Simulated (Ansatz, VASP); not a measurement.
## Two plane-wave programs on Si4N

Contents of INCAR:

```
PREC     = Accurate       # precision mode
ENCUT    = 520            # plane-wave cutoff, eV
EDIFF    = 1E-7           # SCF threshold, eV
ISMEAR   = 0              # smearing method
SIGMA    = 0.1            # smearing width, eV
LREAL    = False          # projectors in reciprocal space
LASPH    = True           # aspherical terms in the spheres
NELM     = 150            # most SCF steps
ALGO     = Normal         # electronic algorithm
ISIF     = 2              # what is computed and relaxed
LWAVE    = False          # write WAVECAR
LCHARG   = False          # write CHGCAR
ISPIN    = 2              # spin polarisation
MAGMOM   = 0 0 0 0 1      # initial moments
LORBIT   = 11             # projections on sites
GGA      = PE             # functional
NBANDS   = 22             # bands
```

File KPOINTS:

```
Automatic mesh
0
Gamma
  4 4 4
```

Contents of POSCAR:

```
Si4N
1.0
    4.1130965200      0.0000000000      0.0000000000
    0.0000000000      4.1130965200      0.0000000000
    0.0000000000      0.0000000000      4.1130965200
Si N
4 1
Direct
    0.5000000000      0.0000000000      0.0000000000
    0.0000000000      0.5000000000      0.0000000000
    0.0000000000      0.0000000000      0.5000000000
    0.5000000000      0.5000000000      0.5000000000
    0.0000000000      0.0000000000      0.0000000000
```

Input for Ansatz:

```yaml
crystal:
  lattice:
    - [4.11309652, 0.0, 0.0]
    - [0.0, 4.11309652, 0.0]
    - [0.0, 0.0, 4.11309652]
  atoms:
    - { symbol: Si, position: [0.5, 0.0, 0.0] }
    - { symbol: Si, position: [0.0, 0.5, 0.0] }
    - { symbol: Si, position: [0.0, 0.0, 0.5] }
    - { symbol: Si, position: [0.5, 0.5, 0.5] }
    - { symbol: "N", position: [0.0, 0.0, 0.0], spin: 1.0 }
basis:
  ecutwfc: 420
kpoints:
  mp_grid: { grid: [4, 4, 4] }
hamiltonian:
  xc: pbe
scf:
  occupations: { method: gaussian, width: 0.1 }
  lower_state_search: "off"
output:
  forces: true
  stress: true
  eigenvalues: true
  populations: true
magnetization:
  spin_polarized: true
```

Change from the starting cell: species swapped into the Co4N type (Pm-3m, No. 221).

Alike in both runs: task single point; functional PBE; k mesh 4 × 4 × 4; occupations gaussian, width 0.1 eV; collinear spin.

|  | VASP | Ansatz |
| --- | --- | --- |
| version | VASP 6.6.1 | Ansatz 0.2.0 |
| potentials or method | VASP PAW PBE potentials, release 64 (Si, N) | scalar-relativistic, plane waves, PAW |
| plane-wave cutoff (eV) | 520 | 420 |
| valence electrons in the cell | 21 | 21 |

Ansatz gave:

| Quantity | Value |
| --- | --- |
| gap on the k mesh at the Fermi level (eV) | none |
| pressure (GPa) | -2.6 |
| net moment per atom (μB) | 0.00 |

Question: Estimate VASP's values.

Answer: gap on the k mesh at the Fermi level (eV): none; pressure (GPa): -2.5; net moment per atom (μB): 0.00.

A gap of «none» marks a metal or a gap that the smearing closes. With one functional, cell and mesh, what is left measures potentials, basis and numerics. Ansatz warned: «seeded_moment_not_kept».

Caveats: the k mesh is coarse (spacing up to 0.38 Å⁻¹), so the values aren't converged.
